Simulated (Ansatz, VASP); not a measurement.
# AgCl: VASP beside Ansatz

```
Ag Cl
1.0
     0.00000    2.77266    2.77266
     2.77266    0.00000    2.77266
     2.77266    2.77266    0.00000
Ag Cl
1 1
Direct
  0.00000 0.00000 0.00000
  0.50000 0.50000 0.50000
```

Alike in both runs: task single point; functional PBE; k mesh 6 × 6 × 6; occupations gaussian, width 0.1 eV; no spin polarisation.

```csv
,VASP,Ansatz
version,VASP 6.6.1,Ansatz 0.2.0
potentials or method,"VASP PAW PBE potentials, release 64 (Ag, Cl)","scalar-relativistic, plane waves, PAW"
plane-wave cutoff (eV),520,420
valence electrons in the cell,18,26
```

```csv
,VASP,Ansatz,Ansatz less VASP
gap on the k mesh at the Fermi level (eV),0.91,0.91,+0.003
least direct gap on the mesh (eV),3.23,3.23,-0.002
pressure (GPa),1.5,1.6,+0.15
```

The two sets of potentials don't hold the same shells in valence.

A k mesh can miss the band edges. A hybrid or GW would open this gap; PBE tends to underestimate it.
